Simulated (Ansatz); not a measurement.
## TiSi$_{2}$: energy along a strain

TiSi$_{2}$, Cmcm, a = 3.548 Å, b = 13.561 Å, c = 3.579 Å. This isn't the usual stable structure of the compound. Ansatz: PBE, PAW, 420 eV, Γ-centred 14×14×14 mesh on 6 atoms, Gaussian smearing 0.15 eV; no spin polarisation. Cell vectors (Å): 1.774 -6.780 0.000; 1.774 6.780 0.000; 0.000 0.000 3.579. The cell is strained by x per cent times the pattern (0 0 0 0 1 0) in the order xx yy zz yz xz xy (engineering shears), with fractional coordinates held. y is the free energy over the start, V0 = 14.349 Å³/atom. Symmetry makes y even in x. Points with a strain past 8.5 % were computed too (4) and aren't used here.

| x (%) | y (meV/atom) |
| --- | --- |
| -7.50 | 34.18 |
| 0.00 | 0.00 |
| 1.87 | 2.11 |
| 3.75 | 8.48 |
| 5.62 | ? |

**Question.** Fit y = c2 x² + c4 x⁴ to the other rows, get the stiffness along the pattern, and predict the missing energy.

**Answer.** Least squares on the rows shown. y = 0.60163 x² + 0.00010698 x⁴. The clamped-ion stiffness p·C·p = 2 × 6.016 eV × 160.2 / 14.349 Å³ = 134 GPa, which is C55 in these axes. At x = 5.62 the fit asked for gives 19.11 meV/atom. The run gave 19.11 meV/atom, the same to the digits shown.

Cost: 9 runs of about 5.6 core-minutes in all, on AMD EPYC 9R45 (Zen 5) (shared hosts).